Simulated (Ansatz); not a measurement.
Spinel MgAl₂O₄ was calculated with revPBE (Ansatz, an electronic-structure program, PAW).

Settings: plane-wave cutoff 520 eV, 8×8×8 k mesh, Fermi–Dirac smearing 0.01 eV, scalar-relativistic PAW data made under PBE.

Results at a series of volumes:

| V (Å³/atom) | E − E_lowest (meV/atom) | P (GPa) |
|---|---|---|
| 9.519 | 9.22 | 7.70 |
| 9.717 | 2.23 | 3.66 |
| 9.916 | 0.00 | 0.01 |
| 10.114 | 2.07 | -3.29 |
| 10.312 | 8.02 | -6.27 |

**Question.** Fit the third-order Birch–Murnaghan equation and give B0 and B′.

**Answer.** V0 = 9.916 Å³/atom, B0 = 173 GPa, B′ = 4.1 (fit to the energies at full precision).

Shape and atoms are relaxed at each volume.

Measured, for comparison: bulk modulus 195 GPa (300 K, copied from a table, unchecked, no zero-point or thermal correction; as tabulated in BurnMan's mineral tables); equilibrium volume per atom 9.40 Å³/atom (0 K, fit to 77–300 K taken to 0 K; as tabulated in Grimes and Al-Ajaj (1992), doi:10.1088/0953-8984/4/30/004). Computed (rounded) less measured: bulk modulus not scored (unchecked), equilibrium volume per atom +5.5 %.

Note: the bulk modulus comes from volumes at which shape and atoms were relaxed.

Static lattice: no zero-point or thermal effects.

Computing time: around 6 core-minutes (rough).
